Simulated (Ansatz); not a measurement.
## Calculated In-113 NMR of the central transition for In₂O₃

Cell: a COD entry, its atoms then relaxed with PBE in this cell.

Space group R-3c:H (No. 167); a = 5.4870, c = 14.5100 Å, γ = 120.00°.

| site | Wyckoff | site symmetry | x | y | z |
| --- | --- | --- | --- | --- | --- |
| In | 12c | 3. | 0.0000 | 0.0000 | 0.8579 |
| O | 18e | .2 | 0.9626 | 0.3333 | 0.0833 |

One atom of each set is listed; the run and its k-mesh use a cell of 10 atoms with edges of 5.78, 5.78, 5.78 Å.

The numbers come from a DFT calculation in Ansatz (PBE, plane waves and PAW, with spin–orbit coupling, 420 eV cutoff, Γ-centred 7×7×7 k-points, Fermi–Dirac smearing 0.02 eV).

In-113 has I = 9/2 and Q = 761.0 mb (Pyykkö 2018); at 9.4 T its Larmor frequency is ν₀ = 88.0 MHz (from the bare nuclear moment; shielding lowers the observed one by a per cent or two). Only the quadrupole interaction is simulated: positions count from each site's isotropic chemical shift, and shift anisotropy, dipolar and J coupling are left out.

Q: What does the In-113 spectrum (static powder) show for each site?

A: 

| site | first shell | C_Q (MHz) | η | P_Q (MHz) | δ_QIS (ppm) | breadth (kHz) |
| --- | --- | --- | --- | --- | --- | --- |
| In | 6 O at 2.12–2.26 Å | 88.1 | 0.00 | 88.1 | -1391 | 638 |

δ_QIS = −(ν_Q²/30ν₀²)[I(I+1) − 3/4](1 + η²/3) × 10⁶ ppm with ν_Q = 3|C_Q|/[2I(2I−1)]; it falls as 1/B₀² in ppm, and the breadth as 1/B₀ in kHz.

An axis of threefold or higher order runs through In, so V_zz lies along it and η is zero.

At this cell the PBE pressure is 8 GPa, so with PBE the cell would grow if it were relaxed.
